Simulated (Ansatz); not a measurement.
α-phase Li3N, treated with BLYP (PAW; Ansatz, a quantum-chemistry and plane-wave program).

Settings: plane-wave cutoff 520 eV, 12×12×10 k mesh (along the axes of the cell as run), Fermi–Dirac smearing 0.01 eV, scalar-relativistic PAW data made under PBE.

Cell (measured lattice):

```yaml
crystal:
  lattice:
    - [-1.82600, -3.16273, 0.00000]
    - [-1.82600, 3.16273, 0.00000]
    - [0.00000, 0.00000, -3.86600]
  atoms:
    - { symbol: Li, position: [0.33333, 0.66667, 0.00000] }
    - { symbol: Li, position: [0.66667, 0.33333, 0.00000] }
    - { symbol: Li, position: [0.00000, 0.00000, 0.50000] }
    - { symbol: N, position: [0.00000, 0.00000, 0.00000] }
```

Question: What does this level give for the band gap and smallest direct gap on the k points sampled?

Answer: 
- band gap = 1.35 eV (indirect)
- smallest direct gap on the k points sampled = 1.56 eV

Measured, for comparison: band gap 2.15 eV (4 K, zero-point motion not removed, indirect, optical absorption, E parallel c; as tabulated in Brendecke and Bludau (1979), doi:10.1063/1.326533). Computed (rounded) less measured: band gap -0.80 eV.

Note: cell and atoms aren't relaxed at this level (pressure -0.2 GPa).

Computed values are for the static lattice.

Computing time: roughly 9 core-seconds.
